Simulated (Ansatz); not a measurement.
Relaxed bulk BP:

Space group F-43m (No. 216). a = 4.520 Å, b = 4.520 Å, c = 4.520 Å, α = 90.00°, β = 90.00°, γ = 90.00°
```csv
atom,site,symmetry,x,y,z
B,4a,-43m,0.0000,0.0000,0.0000
P,4c,-43m,0.2500,0.2500,0.2500
```

Miller indices refer to the conventional cell of F-43m (No. 216), a = 4.520 Å, b = 4.520 Å, c = 4.520 Å, α = 90.00°, β = 90.00°, γ = 90.00°. The bulk's gap is 1.11 eV.

Computed with DFT PBEsol, scalar-relativistic, plane waves, PAW in Ansatz 0.2.0. Cutoff 420 eV, Gaussian smearing of 0.05 eV, no spin polarisation. A dipole correction acts along the normal.

This cut of an insulator is polar or leaves open shells, so the slab is metallic here; real surfaces compensate by reconstruction or adsorbates.

A relaxed slab with low-index faces, about a nanometre thick, has these properties:

| Quantity | Value |
| --- | --- |
| Surface energy (mean of both faces) | 3.96 J/m² |
| Gap of the slab on the mesh | none (metal or semimetal) |
| Work function | 5.46 eV (top), 6.24 eV (bottom) |
| Dipole of the slab along +c, per cell | 0.04 e·Å |

Problem. Which low-index plane was cut, and which atoms end it?

Solution. The (100) plane, with B in the top plane and P in the bottom one as cut, before relaxation. The planes from bottom to top: P, B, P, B, P, B, P, B, P, B.